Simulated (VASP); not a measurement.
Write the native input for VASP 6.6.1 that does the following.

* Task: single point
* Functional: PBE
* Potentials or basis: VASP PAW PBE potentials, release 64 (W_sv)
* Cutoff: 520 eV
* k mesh: 20 × 20 × 20
* Occupations: gaussian, width 0.15 eV
* Spin: no spin polarisation
* Dipole correction: no
* Further INCAR settings: ALGO = Fast; EDIFF = 1e-07; NBANDS = 13

The structure of W lies in POSCAR:

```
W
1.0
    0.0000000000      2.0300000000      2.1010500000
    2.0300000000      0.0000000000      2.1010500000
    2.0300000000      2.0300000000      0.0000000000
W
1
Direct
    0.0000000000      0.0000000000      0.0000000000
```

This isn't the form of W at room conditions, which is bcc.

The cell isn't the ideal one: strain +0.0350 x Voigt [0, 0, 1, 0, 0, 0], atoms carried along.

These files were run (other wordings do the same):

INCAR

```
ALGO = Fast ; EDIFF = 1E-7
ENCUT = 520 ; GGA = PE
ISIF = 2 ; ISMEAR = 0
LASPH = True ; LCHARG = True
LELF = True ; LREAL = False
LVHAR = True ; LWAVE = False
NBANDS = 13 ; NELM = 100
PREC = Accurate ; SIGMA = 0.15
```

KPOINTS

```
k-points
0
Gamma
  20 20 20
```

Potentials or basis: VASP PAW PBE potentials, release 64 (W_sv).

Run with:

```bash
$ cat potpaw_PBE.64/W_sv/POTCAR > POTCAR
$ mpirun -np 1 vasp_std > vasp.out
```

Results of the run:

The pressure is -12.8 GPa. The band gap on the k mesh is none (metal or under the smearing width).

It took 100 s on 1 thread of AMD EPYC 9R45 96-Core Processor (Zen 5), with other jobs on the host, peak memory 0.22 GiB.
